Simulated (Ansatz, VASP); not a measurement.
## Al in VASP and in Ansatz

```
CELL_PARAMETERS angstrom
2.83943 0.00000 0.00000
-1.41971 2.45902 0.00000
0.00000 0.00000 24.27353
ATOMIC_POSITIONS crystal
Al 0.66667 0.33333 0.30898
Al 0.33333 0.66667 0.40449
Al 0.00000 0.00000 0.50000
Al 0.66667 0.33333 0.59551
Al 0.33333 0.66667 0.69102
```

Alike in both runs: task single point; functional PBEsol; k mesh 12 × 12 × 1; occupations gaussian, width 0.1 eV; no spin polarisation.

|  | VASP | Ansatz |
| --- | --- | --- |
| version | VASP 6.6.1 | Ansatz 0.2.0 |
| potentials or method | VASP PAW PBE potentials, release 64 (Al) | scalar-relativistic, plane waves, PAW |
| plane-wave cutoff (eV) | 520 | 420 |
| valence electrons in the cell | 15 | 15 |

Ansatz gave:

| Property | Result |
| --- | --- |
| gap on the k mesh at the Fermi level (eV) | none |
| rms of the force components (eV/Å) | 0.050 |

**Question.** Which values does VASP return?

**Answer.** gap on the k mesh at the Fermi level (eV): none; rms of the force components (eV/Å): 0.051.

Atom by atom the forces differ by 0.001 eV/Å (rms over components). A gap of «none» marks a metal or a gap that the smearing closes. With one functional, cell and mesh, what is left measures potentials, basis and numerics. Ansatz warned: «xc_potential_rough_in_thin_density».

Caveats: the PAW data sets were made with another functional, which shifts forces and pressure a little (VASP).
